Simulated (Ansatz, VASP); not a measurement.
## One calculation of KCl, two programs

File INCAR:

```
PREC     = Accurate       # precision mode
ENCUT    = 520            # plane-wave cutoff, eV
EDIFF    = 1E-6           # SCF threshold, eV
ISMEAR   = 0              # smearing method
SIGMA    = 0.01           # smearing width, eV
LREAL    = F              # projectors in reciprocal space
LASPH    = T              # aspherical terms in the spheres
NELM     = 60             # most SCF steps
ALGO     = Normal         # electronic algorithm
ISIF     = 2              # what is computed and relaxed
LWAVE    = F              # write WAVECAR
LCHARG   = T              # write CHGCAR
LELF     = T              # ELF
LVHAR    = T            
NBANDS   = 15             # bands
```

File KPOINTS:

```
regular mesh
0
Gamma
  6 6 6
```

The input POSCAR:

```
KCl
1.0
    0.0000000000      3.1464700000      3.1464700000
    3.1464700000      0.0000000000      3.1464700000
    3.1464700000      3.1464700000      0.0000000000
K Cl
1 1
Direct
    0.0000000000      0.0000000000      0.0000000000
    0.5000000000      0.5000000000      0.5000000000
```

Input for Ansatz:

```yaml
crystal:
  lattice:
    - [0.0, 3.14647, 3.14647]
    - [3.14647, 0.0, 3.14647]
    - [3.14647, 3.14647, 0.0]
  atoms:
    - { symbol: K, position: [0.0, 0.0, 0.0] }
    - { symbol: Cl, position: [0.5, 0.5, 0.5] }
kpoints:
  mp_grid: { grid: [6, 6, 6] }
scf:
  occupations: { method: fixed }
hamiltonian:
  xc: lda
  pseudopotentials: { kind: all_electron, lapw: { basis_error: 0.001 } }
output:
  forces: true
  stress: true
  eigenvalues: true
  eigenstates:
    nscf_kmesh: { grid: [12, 12, 12] }
    de_dk: true
    e_range: [-9, 14.74955]
  optics:
    e_range: [0, 30]
    de: 0.2
    sigma: 0.15
    bands: { spectra_wanted_up_to: 30 }
    nscf_kmesh: { grid: [12, 12, 12] }
checkpoint:
  write: ck
  write_wavefunctions: false
```

Alike in both runs: task single point; functional LDA; k mesh 6 × 6 × 6; no spin polarisation.

```csv
,VASP,Ansatz
version,VASP 6.6.1,Ansatz 0.2.0
potentials or method,"VASP PAW LDA potentials, release 64 (K_sv, Cl)","all-electron LAPW, scalar-relativistic"
plane-wave cutoff (eV),520,see its input
occupations,"gaussian, width 0.01 eV",fixed
```

```csv
,VASP,Ansatz,Ansatz less VASP
gap on the k mesh at the Fermi level (eV),4.75,4.74,-0.003
pressure (GPa),-1.9,-2.0,-0.03
```

Ansatz ran all-electron here, so the differences hold the error of VASP's frozen core and of both bases.
